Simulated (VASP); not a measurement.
# InP (F-43m) in VASP: notebook, part 2 of 3

VASP 6.6.1. Earlier steps stand in the parts before.

## 4. Single point, BLYP+D3(BJ)

INCAR reads:

```
  PREC = Accurate
  ENCUT = 520
  EDIFF = 1E-6
  ISMEAR = -1
  SIGMA = 0.05
  LREAL = False
  LASPH = True
  NELM = 80
  ALGO = Normal
  ISIF = 2
  LWAVE = False
  LCHARG = True
  GGA = B5
  ALDAX = 1.0
  AGGAX = 1.0
  AGGAC = 1.0
  ALDAC = 0.0
  IVDW = 12
  VDW_S6 = 1.0
  VDW_S8 = 2.6996
  VDW_A1 = 0.4298
  VDW_A2 = 4.2359
  LELF = True
  LVHAR = True
  NBANDS = 16
```

KPOINTS reads:

```
regular mesh
0
Gamma
  8 8 8
```

POSCAR reads:

```
InP
1.0
    0.0000000000      2.9108316221      2.9108316221
    2.9108316221      0.0000000000      2.9108316221
    2.9108316221      2.9108316221      0.0000000000
In P
1 1
Direct
    0.0000000000      0.0000000000      0.0000000000
    0.7500000000      0.7500000000      0.7500000000
```

Potentials or basis: VASP PAW PBE potentials, release 64 (In_d, P).

Started as:

```sh
$ cat potpaw_PBE.64/In_d/POTCAR potpaw_PBE.64/P/POTCAR > POTCAR
$ mpirun -np 1 vasp_std > vasp.out
```

OUTCAR:

```text
PREC = Accurate
   ENCUT = 520
   EDIFF = 1E-6
   ISMEAR = -1
   LREAL = False
   LASPH = True
   NELM = 80
   ISIF = 2
   GGA = B5
   IVDW = 12
 IVDW          = 12

 ion  position               nearest neighbor table
   1  0.000  0.000  0.000-   2 2.52   2 2.52   2 2.52   2 2.52
   2  0.750  0.750  0.750-   1 2.52   1 2.52   1 2.52   1 2.52

  LATTYP: Found a face centered cubic cell.
 ALAT       =     5.8216632442

  Lattice vectors:

 A1 = (   0.0000000000,   2.9108316221,   2.9108316221)
 A2 = (   2.9108316221,   0.0000000000,   2.9108316221)
 A3 = (   2.9108316221,   2.9108316221,   0.0000000000)

Analysis of symmetry for initial positions (statically):
=====================================================================
 Subroutine PRICEL returns:
 Original cell was already a primitive cell.

 Routine SETGRP: Setting up the symmetry group for a
 face centered cubic supercell.

 Subroutine GETGRP returns: Found 24 space group operations
 (whereof 24 operations were pure point group operations)
 out of a pool of 48 trial point group operations.

The static configuration has the point symmetry T_d .

Analysis of symmetry for dynamics (positions and initial velocities):
=====================================================================
 Subroutine PRICEL returns:
 Original cell was already a primitive cell.

 Routine SETGRP: Setting up the symmetry group for a
 face centered cubic supercell.

 Subroutine GETGRP returns: Found 24 space group operations
 (whereof 24 operations were pure point group operations)
 out of a pool of 48 trial point group operations.

The dynamic configuration has the point symmetry T_d .

 Subroutine INISYM returns: Found 24 space group operations
 (whereof 24 operations are pure point group operations),
 and found     1 'primitive' translations

----------------------------------------------------------------------------------------

                                     Primitive cell

  volume of cell :      49.3266

  direct lattice vectors                    reciprocal lattice vectors
     0.000000000  2.910831622  2.910831622    -0.171772217  0.171772217  0.171772217
     2.910831622  0.000000000  2.910831622     0.171772217 -0.171772217  0.171772217
     2.910831622  2.910831622  0.000000000     0.171772217  0.171772217 -0.171772217

  length of vectors
     4.116537558  4.116537558  4.116537558     0.297518207  0.297518207  0.297518207

  position of ions in fractional coordinates (direct lattice)
     0.000000000  0.000000000  0.000000000
     0.750000000  0.750000000  0.750000000

  ion indices of the primitive-cell ions
   primitive index   ion index
                 1           1
                 2           2

----------------------------------------------------------------------------------------

 KPOINTS: regular mesh

Automatic generation of k-mesh.
 Grid dimensions read from file:
 generate k-points for:    8    8    8

 Generating k-lattice:

  Cartesian coordinates                     Fractional coordinates (reciprocal lattice)
    -0.021471527  0.021471527  0.021471527     0.125000000  0.000000000  0.000000000
     0.021471527 -0.021471527  0.021471527     0.000000000  0.125000000  0.000000000
     0.021471527  0.021471527 -0.021471527     0.000000000  0.000000000  0.125000000

  Length of vectors
     0.037189776  0.037189776  0.037189776

  Shift w.r.t. Gamma in fractional coordinates (k-lattice)
     0.000000000  0.000000000  0.000000000

 Subroutine IBZKPT returns following result:
 ===========================================

 Found     29 irreducible k-points:

 Following reciprocal coordinates:
            Coordinates               Weight
  0.000000  0.000000  0.000000      1.000000
  0.125000  0.000000  0.000000      8.000000
  0.250000  0.000000  0.000000      8.000000
  0.375000  0.000000  0.000000      8.000000
  0.500000  0.000000  0.000000      4.000000
  0.125000  0.125000  0.000000      6.000000
[... 16 lines left out ...]
  0.500000  0.250000  0.125000     48.000000
 -0.375000  0.250000  0.125000     24.000000
 [... further k-points ...]
   k-points           NKPTS =     29   k-points in BZ     NKDIM =     29   number of bands    NBANDS=     16
   number of dos      NEDOS =    301   number of ions     NIONS =      2
   total plane-waves  NPLWV =  32768
   dimension x,y,z NGX =    32 NGY =   32 NGZ =   32
   dimension x,y,z NGXF=    64 NGYF=   64 NGZF=   64
   ions per type =               1   1
   NGX,Y,Z   is equivalent  to a cutoff of  12.92, 12.92, 12.92 a.u.
   NGXF,Y,Z  is equivalent  to a cutoff of  25.85, 25.85, 25.85 a.u.
 SYSTEM =  unknown system
   PREC   = accura    normal or accurate (medium, high low for compatibility)
   ISTART =      0    job   : 0-new  1-cont  2-samecut
   ICHARG =      2    charge: 1-file 2-atom 10-const
   ISPIN  =      1    spin polarized calculation?
   LNONCOLLINEAR =      F non collinear calculations
   LSORBIT =      F    spin-orbit coupling
   LASPH  =      T    aspherical Exc in radial PAW
   ENCUT  =  520.0 eV  38.22 Ry    6.18 a.u.   7.65  7.65  7.65*2*pi/ulx,y,z
   NELM   =     80;   NELMIN=  2; NELMDL= -5     # of ELM steps
   EDIFF  = 0.1E-05   stopping-criterion for ELM
   LREAL  =      F    real-space projection
   EDIFFG = 0.1E-04   stopping-criterion for IOM
   NSW    =      0    number of steps for IOM
   IBRION =     -1    ionic relax: 0-MD 1-quasi-New 2-CG
   NFREE  =      0    steps in history (QN), initial steepest desc. (CG)
   ISIF   =      2    stress and relaxation
   ISYM   =      2    0-nonsym 1-usesym 2-fastsym
   POTIM  = 0.5000    time-step for ionic-motion
   TEBEG  =    0.0;   TEEND  =   0.0 temperature during run
   PSTRESS=    0.0 pullay stress
   NELECT =      18.0000    total number of electrons
   NUPDOWN=      -1.0000    fix difference up-down
   EMIN   =  10.00;   EMAX   =-10.00  energy-range for DOS
   EFERMI =   0.00;   METHOD = LEGACY
   ISMEAR =    -1;   SIGMA  =   0.05  broadening in eV -4-tet -1-fermi 0-gaus
   EFERMI_NEDOS =   21; number of points for ismear=-14 and -15
   IALGO  =     38    algorithm
   IMIX   =      4    mixing-type and parameters
     AMIX     =   0.40;   BMIX     =  1.00
     AMIX_MAG =   1.60;   BMIX_MAG =  1.00
  volume/ion in A,a.u.               =      24.66       166.44
  Fermi-wavevector in a.u.,A,eV,Ry     =   1.169873  2.210739 18.620961  1.368602
  Thomas-Fermi vector in A             =   2.306339
   LORBIT       =      0    0 simple, 1 ext, 2 COOP (PROOUT), +10 PAW based schemes
   GGA     = B5    functional components
   LHFCALC =     F    Hartree Fock is set to
   AEXX    =    0.0000 exact exchange contribution
   IVDW    =    12    specifies the selected vdW correction
   LEPSILON=     F    determine dielectric tensor
   LRPA    =     F    only Hartree local field effects (RPA)
 non-spin polarized calculation
  energy-cutoff  :      520.00
  volume of cell :       49.33
 maximum number of plane-waves:      1363
   NGX = 15   NGY = 15   NGZ = 15

 number of electron      17.9999997 magnetization

 Free energy of the ion-electron system (eV)
  ---------------------------------------------------
  ext. energy  EPLUGINS =         0.00000000
  ---------------------------------------------------
  free energy    TOTEN  =        -7.00737717 eV

  energy without entropy =       -7.00737341  energy(sigma->0) =       -7.00737529

 E-fermi :   6.2460     XC(G=0):  -8.8019

 val. band max:        5.8439619220   @ k =   0.0000   0.0000   0.0000
 cond. band min:       6.5862240151   @ k =   0.0000   0.0000   0.0000
 fundamental gap:      0.7422620931
 Fermi energy:         6.2460230853

 k-point     1 :       0.0000    0.0000    0.0000
  band No.  band energies     occupation
      1      -8.4262      2.00000
      2      -8.4262      2.00000
      3      -8.4262      2.00000
      4      -8.2618      2.00000
      5      -8.2618      2.00000
      6      -5.8097      2.00000
[... 8 lines left out ...]
     15      15.4541      0.00000
     16      15.4541      0.00000
[... 419 lines left out ...]
 k-point    24 :      -0.3750    0.2500    0.1250
  band No.  band energies     occupation
      1      -8.5679      2.00000
      2      -8.3742      2.00000
      3      -8.3529      2.00000
      4      -8.2679      2.00000
      5      -8.2481      2.00000
      6      -3.7138      2.00000
[... 8 lines left out ...]
     15      16.7519      0.00000
     16      17.3369      0.00000

 [... further k-points ...]

------------------------ aborting loop because EDIFF is reached ----------------------------------------

 Edisp (eV)   -1.46413

 E8    (eV) :    -1.0849

  FORCE on cell =-STRESS in cart. coord.  units (eV):
  Direction    XX          YY          ZZ          XY          YZ          ZX
  --------------------------------------------------------------------------------------
  -------------------------------------------------------------------------------------
  Total       0.95033     0.95033     0.95033     0.00000     0.00000    -0.00000
  in kB      30.86753    30.86753    30.86753     0.00000     0.00000    -0.00000
  external pressure =       30.87 kB  Pullay stress =        0.00 kB

 VOLUME and BASIS-vectors are now :
 -----------------------------------------------------------------------------
  energy-cutoff  :      520.00
  volume of cell :       49.33
      direct lattice vectors                 reciprocal lattice vectors
     0.000000000  2.910831622  2.910831622    -0.171772217  0.171772217  0.171772217
     2.910831622  0.000000000  2.910831622     0.171772217 -0.171772217  0.171772217
     2.910831622  2.910831622  0.000000000     0.171772217  0.171772217 -0.171772217

 POSITION                                       TOTAL-FORCE (eV/Angst)
 -----------------------------------------------------------------------------------
      0.00000      0.00000      0.00000        -0.000000      0.000000     -0.000000
      4.36625      4.36625      4.36625         0.000000     -0.000000      0.000000
 -----------------------------------------------------------------------------------
    total drift:                                0.000000      0.000000     -0.000000

  FREE ENERGIE OF THE ION-ELECTRON SYSTEM (eV)
  ---------------------------------------------------
  free  energy   TOTEN  =        -8.4715056491 eV

  energy  without entropy=       -8.4715018906  energy(sigma->0) =       -8.47150377
```

Run time: 22 s. Hardware: 1 thread of AMD EPYC 9R45 (Zen 5), shared host; peak memory 0.16 GiB.

What came out:

| Quantity | Value |
| --- | --- |
| Free energy | -8.4715 eV |
| Pressure | 3.1 GPa |
| Band gap on the k mesh | 0.74 eV, direct |
| Dispersion energy per atom | -0.732 eV |

Levels at points of the mesh, in eV from the valence-band top:
```
           k point  band 7  band 8  band 9  band 10  band 11  band 12
(0.00, 0.00, 0.00)    0.00    0.00    0.00     0.74     4.12     4.12
(0.50, 0.00, 0.00)   -5.81   -1.00   -1.00     1.54     4.88     4.88
(0.50, 0.50, 0.00)   -5.85   -2.36   -2.36     1.86     2.35     9.35
```

Caveat: the PAW data sets were made with another functional, which shifts forces and pressure a little; spin-orbit coupling is left out, which moves the levels of the heavy elements. A hybrid or GW would open this gap; BLYP tends to underestimate it.

## 5. Single point, PBE+D4

This run uses another cell than the first one, of 25.17 Å³/atom, 1.020 times its volume.

INCAR reads:

```
PREC     = Accurate       # precision mode
ENCUT    = 520            # plane-wave cutoff, eV
EDIFF    = 1E-7           # SCF threshold, eV
ISMEAR   = -1             # smearing method
SIGMA    = 0.05           # smearing width, eV
LREAL    = F              # projectors in reciprocal space
LASPH    = T              # aspherical terms in the spheres
NELM     = 80             # most SCF steps
ALGO     = Normal         # electronic algorithm
ISIF     = 2              # what is computed and relaxed
LWAVE    = F              # write WAVECAR
LCHARG   = F              # write CHGCAR
GGA      = PE             # functional
IVDW     = 13             # dispersion correction
NBANDS   = 16             # bands
```

KPOINTS reads:

```
Automatic mesh
0
Gamma
  8 8 8
```

POSCAR reads:

```
InP
1.0
    0.0000000000      2.9305000000      2.9305000000
    2.9305000000      0.0000000000      2.9305000000
    2.9305000000      2.9305000000      0.0000000000
In P
1 1
Direct
    0.0000000000      0.0000000000      0.0000000000
    0.7500000000      0.7500000000      0.7500000000
```

Started as:

```sh
$ cat potpaw_PBE.64/In_d/POTCAR potpaw_PBE.64/P/POTCAR > POTCAR
$ mpirun -np 1 vasp_std > vasp.out
```

Wall time 14 s (1 thread of AMD EPYC 9R45 (Zen 5), shared host); peak memory 0.15 GiB.

It converged, with:

| Item | Value |
| --- | --- |
| Free energy | -9.0549 eV |
| Pressure | 1.0 GPa |
| Band gap on the k mesh | 0.71 eV, direct |
| Dispersion energy per atom | -0.337 eV |

Levels at points of the mesh, in eV from the valence-band top:
```
           k point  band 7  band 8  band 9  band 10  band 11  band 12
(0.00, 0.00, 0.00)    0.00    0.00    0.00     0.71     4.09     4.09
(0.50, 0.00, 0.00)   -5.73   -0.97   -0.97     1.50     4.81     4.81
(0.50, 0.50, 0.00)   -5.75   -2.32   -2.32     1.76     2.27     9.21
```

Caveat: spin-orbit coupling is left out, which moves the levels of the heavy elements.

(Continued in part 3 of 3.)
